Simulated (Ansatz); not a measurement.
This guess for Ge is about to be relaxed.

```cif
data_structure
_symmetry_space_group_name_H-M 'C2/m'
_symmetry_Int_Tables_number 12
_cell_length_a 4.0823
_cell_length_b 3.0069
_cell_length_c 3.4317
_cell_angle_alpha 90.000
_cell_angle_beta 106.779
_cell_angle_gamma 90.000
_cell_volume 40.33
loop_
_atom_site_label
_atom_site_type_symbol
_atom_site_symmetry_multiplicity
_atom_site_Wyckoff_symbol
_atom_site_fract_x
_atom_site_fract_y
_atom_site_fract_z
_atom_site_occupancy
Ge1 Ge 2 d 0.00000 0.50000 0.50000 1
```

Computed with DFT PBE, scalar-relativistic, plane waves, PAW in Ansatz 0.2.0. Cutoff 420 eV, Gaussian smearing, Γ-centred meshes. Cell and atoms relax first on a coarse mesh and then on a finer one. In between, the cell is made exact in the group found at 0.06 Å. In metals the finer mesh still leaves noise of several meV/atom or more. The steps can't lower the symmetry of their start. No spin polarisation.

A guess keeps its type if space group and coordination stay and the shape of the cell changes little (axis ratios within about 15 %, angles within 6°); the volume may change.

Question: Does this structure survive the relaxation?

Answer: It doesn't keep its type. The symmetry goes from C2/m (No. 12) to Pm-3m (No. 221). The end has the simple cubic type. The volume per atom shrinks by 1.2 %, from 20.2 to 19.9 Å³. The shortest distance goes from 2.54 Å (Ge–Ge) to 2.71 Å (Ge–Ge). Counting neighbours within 15 % of an atom's shortest distance, the start has Ge 4 and the end Ge 6. In detail, at the end Ge is surrounded by 6 Ge at 2.71 Å.

```cif
data_structure
_symmetry_space_group_name_H-M 'Pm-3m'
_symmetry_Int_Tables_number 221
_cell_length_a 2.7111
_cell_length_b 2.7111
_cell_length_c 2.7111
_cell_angle_alpha 90.000
_cell_angle_beta 90.000
_cell_angle_gamma 90.000
_cell_volume 19.93
loop_
_atom_site_label
_atom_site_type_symbol
_atom_site_symmetry_multiplicity
_atom_site_Wyckoff_symbol
_atom_site_fract_x
_atom_site_fract_y
_atom_site_fract_z
_atom_site_occupancy
Ge1 Ge 1 b 0.50000 0.50000 0.50000 1
```

Energies count from the standard state of Ge at the same level.

Question: At what energy does it end?

Answer: +0.24 eV/atom. It lies above the standard state, so it could only be metastable.

The last run used a 24×24×24 mesh for its 1-atom cell and Gaussian smearing of 0.10 eV. Symmetry constrained the relaxation, so the result can be a saddle point. Another cell of Ge relaxed alike, in I4_1/amd, lies 15 meV/atom lower, so this cell isn't the stable form at this level.
